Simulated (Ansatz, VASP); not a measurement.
# GaN in VASP and in Ansatz

```
CELL_PARAMETERS angstrom
0.00000 2.25350 2.25350
2.25350 0.00000 2.25350
2.25350 2.25350 0.00000
ATOMIC_POSITIONS crystal
Ga 0.00000 0.00000 0.00000
N 0.75000 0.75000 0.75000
```

The cell is a database's computed one.

Alike in both runs: task single point; functional PBEsol; k mesh 8 × 8 × 8; no spin polarisation.

|  | VASP | Ansatz |
| --- | --- | --- |
| version | VASP 6.6.1 | Ansatz 0.2.0 |
| potentials or method | VASP PAW PBE potentials, release 64 (Ga_d, N) | plane waves, PAW |
| plane-wave cutoff (eV) | 520 | 500 |
| occupations | gaussian, width 0.01 eV | fixed |
| valence electrons in the cell | 18 | 18 |

```csv
,VASP,Ansatz,Ansatz less VASP
pressure (GPa),-1.3,-1.1,+0.19
```

Caveats: the PAW data sets were made with another functional, which shifts forces and pressure a little (VASP). PBEsol gaps usually lie below the measured ones, often by a third to a half.
